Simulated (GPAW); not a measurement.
# InP: single point with PBE

**The experiment to reproduce.**

From a printed reference work, data compilation, for a bulk crystal of InP at 1.6 K: band gap 1.4236 eV (direct).

The system is InP.

```
In P
1.0
     0.00000    2.93050    2.93050
     2.93050    0.00000    2.93050
     2.93050    2.93050    0.00000
In P
1 1
Direct
  0.00000 0.00000 0.00000
  0.75000 0.75000 0.75000
```

| Property | Result |
| --- | --- |
| Program | GPAW 26.7.0 |
| Task | single point |
| Functional | PBE |
| Potentials or basis | GPAW PAW data sets (gpaw-data 1.2.1) |
| Cutoff | 600 eV |
| Basis | pw |
| k mesh | 8 × 8 × 8 |
| Occupations | gaussian, width 0.019 eV |
| Spin | no spin polarisation |
| Maxiter | 150 |

```
Pressure               : 3.0 GPa
Band gap on the k mesh : 0.71 eV, direct
```

Levels at points of the mesh, in eV from the valence-band top:
```tsv
k point	band 5	band 6	band 7	band 8	band 9	band 10	band 11	band 12	band 13	band 14
(0.00, 0.00, 0.00)	-13.95	-11.52	0.00	0.00	0.00	0.71	4.06	4.06	4.06	8.61
(0.50, 0.50, 0.00)	-13.91	-9.14	-5.75	-2.33	-2.33	1.76	2.28	9.21	9.57	9.57
(0.50, 0.50, 0.50)	-13.93	-9.79	-5.73	-0.98	-0.98	1.50	4.80	4.80	7.11	9.49
```

Run time: 16 s on 1 thread of Arm Neoverse V1, with other jobs on the host, peak memory 0.16 GiB.

Measured gap of InP: 1.4236 eV (direct; 1.6 K; a printed reference work, data compilation). This calculation gives 0.71 eV (-0.71 eV). Spin-orbit coupling on In is left out. The value is that of PBE, without temperature or zero-point motion. Semilocal functionals fall short of measured gaps as a rule.

Caveat: spin-orbit coupling is left out, which moves the levels of the heavy elements.
